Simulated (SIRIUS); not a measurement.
Set up this calculation in SIRIUS 7.10.0, as an ASE script.

| Quantity | Value |
| --- | --- |
| Task | relaxation of cell and atoms |
| Functional | PBE |
| Dispersion | D3 |
| Potentials or basis | PseudoDojo 0.4.1 PBE standard (scalar relativistic) |
| Cutoff | 1202 eV |
| Density cutoff | 4809 eV |
| k mesh | 8 × 8 × 8 |
| Occupations | fermi-dirac, width 0.05 eV |
| Spin | no spin polarisation |
| Libxc names | ["XC_GGA_X_PBE", "XC_GGA_C_PBE"] |
| Energy tol | 1e-08 Ha |
| Density tol | 1e-06 |
| Mixer | anderson |
| Mixing beta | 0.7 |
| Max scf | 100 |
| Radial cutoff for the potentials' integrals | 6.5 bohr |
| Optimizer | BFGS |
| Fmax | 0.02 eV/Å |
| Max steps | 30 |
| Target pressure | 0 GPa |

Crystal: Rh.

```xyz
1
Lattice="0.0000 1.8979 1.8979 1.8979 0.0000 1.8979 1.8979 1.8979 0.0000" Properties=species:S:1:pos:R:3 pbc="T T T"
Rh    0.0000    0.0000    0.0000
```

The input as run:

run.py

```python
import json, subprocess
import numpy as np
from ase import Atoms
from ase.io import read
from ase.calculators.calculator import Calculator, all_changes
from ase.units import Bohr, Hartree, GPa
from ase.calculators.mixing import SumCalculator
from dftd3.ase import DFTD3
from ase.optimize import BFGS
from ase.filters import FrechetCellFilter

class Sirius(Calculator):
    """Writes sirius.json, runs sirius.scf and reads out.json."""
    implemented_properties = ["energy", "free_energy", "forces", "stress", "magmom"]

    def __init__(self, config, files):
        super().__init__()
        self.config, self.files, self.calls = config, files, 0

    def calculate(self, atoms=None, properties=["energy"], system_changes=all_changes):
        super().calculate(atoms, properties, system_changes)
        symbols = atoms.get_chemical_symbols()
        types = list(dict.fromkeys(symbols))
        order = [i for t in types for i, s in enumerate(symbols) if s == t]
        frac = atoms.get_scaled_positions(wrap=False)
        m = atoms.get_initial_magnetic_moments()
        m = m if m.ndim == 2 else np.c_[0 * m, 0 * m, m]
        spin = self.config["parameters"]["num_mag_dims"] > 0
        rows = {t: [list(frac[i]) + (list(m[i]) if spin else []) for i in order if symbols[i] == t] for t in types}
        cell = {"lattice_vectors": (atoms.cell[:] / Bohr).tolist(), "atom_types": types, "atom_files": self.files, "atoms": rows}
        json.dump({**self.config, "unit_cell": cell}, open("sirius.json", "w"), indent=1)
        self.calls += 1
        with open(f"sirius_{self.calls:03d}.out", "w") as log:
            subprocess.run(["sirius.scf", "--input=sirius.json", "--output=out.json"], stdout=log, stderr=subprocess.STDOUT, check=True)
        gs = json.load(open("out.json"))["ground_state"]
        if not gs["converged"]:
            raise RuntimeError("SCF did not converge")
        self.results = {"energy": gs["energy"]["free"] * Hartree, "free_energy": gs["energy"]["free"] * Hartree}
        if "forces" in gs:
            f = np.zeros((len(atoms), 3))
            f[order] = np.array(gs["forces"]) * Hartree / Bohr
            self.results["forces"] = f
        if "stress" in gs:
            s = np.array(gs["stress"]) * Hartree / Bohr**3
            self.results["stress"] = s.flat[[0, 4, 8, 5, 2, 1]]
        if spin:
            self.results["magmom"] = gs["magnetisation"]["total"][2]

atoms = Atoms(['Rh'],
              cell=[[0.0, 1.89785, 1.89785], [1.89785, 0.0, 1.89785], [1.89785, 1.89785, 0.0]],
              scaled_positions=[[0.0, 0.0, 0.0]], pbc=True)

config = {
    "control": {
        "processing_unit": 'cpu',
        "verbosity": 1,
        "print_forces": True,
        "print_stress": True,
    },
    "parameters": {
        "electronic_structure_method": 'pseudopotential',
        "xc_functionals": ['XC_GGA_X_PBE', 'XC_GGA_C_PBE'],
        "gk_cutoff": 9.4,
        "pw_cutoff": 18.8,
        "ngridk": [8, 8, 8],
        "shiftk": [0, 0, 0],
        "smearing": 'fermi_dirac',
        "smearing_width": 0.0018374661,
        "num_bands": 16,
        "num_mag_dims": 0,
        "num_dft_iter": 100,
        "energy_tol": 1e-08,
        "density_tol": 1e-06,
    },
    "iterative_solver": {
        "type": 'davidson',
        "min_tolerance": 1e-09,
        "tolerance_scale": [0.1, 0.25],
    },
    "mixer": {
        "type": 'anderson',
        "beta": 0.7,
        "max_history": 8,
    },
    "settings": {
        "tol_ne": 1e-10,
        "pseudo_grid_cutoff": 6.5,
    },
}
dft = Sirius(config, {'Rh': 'Rh.json'})
atoms.calc = SumCalculator([dft, DFTD3(method="pbe", damping="d3zero")])
results = {"symbols": atoms.get_chemical_symbols(), "cell": atoms.cell[:].tolist(), "frac": atoms.get_scaled_positions(wrap=False).tolist(), "steps": []}

def note():
    results["steps"].append({"energy": atoms.get_potential_energy(), "cell": atoms.cell[:].tolist(), "positions": atoms.positions.tolist(),
                             "forces": atoms.get_forces().tolist(), "stress": atoms.get_stress().tolist()})
    json.dump(results, open("results.json", "w"))

opt = BFGS(FrechetCellFilter(atoms, scalar_pressure=0.0 * GPa))
opt.attach(note)
results["converged"] = bool(opt.run(fmax=0.02, steps=30))
print("converged:", results["converged"])
print("cell parameters:", atoms.cell.cellpar().round(5))
print("volume per atom (A^3):", round(atoms.get_volume() / len(atoms), 4))
print(atoms.get_scaled_positions().round(6))
json.dump(results, open("results.json", "w"))
```

Potentials or basis: PseudoDojo 0.4.1 PBE standard (scalar relativistic).

Launch:

```console
$ upf_to_json Rh.upf
$ OMP_NUM_THREADS=1 python run.py
```

It gave:

```
Relaxed volume                         : 13.69 Å³/atom
Relaxed cell                           : a = 2.685 Å, b = 2.685 Å, c = 2.685 Å, α = 60.00°, β = 60.00°, γ = 60.00°
Space group after relaxing (to 0.05 Å) : Fm-3m (No. 225)
Energy gained by relaxing              : 0.0 meV/atom
Ionic steps                            : 2
Pressure after relaxing                : 0.0 GPa
Band gap on the k mesh                 : none (metal or under the smearing width)
Dispersion energy per atom             : -0.581 eV
```

Caveat: pairwise dispersion overbinds metals, which lowers pressure and volume.

Run time: 25 s on 1 thread of Arm Neoverse V2 (shared host), peak memory 0.22 GiB.
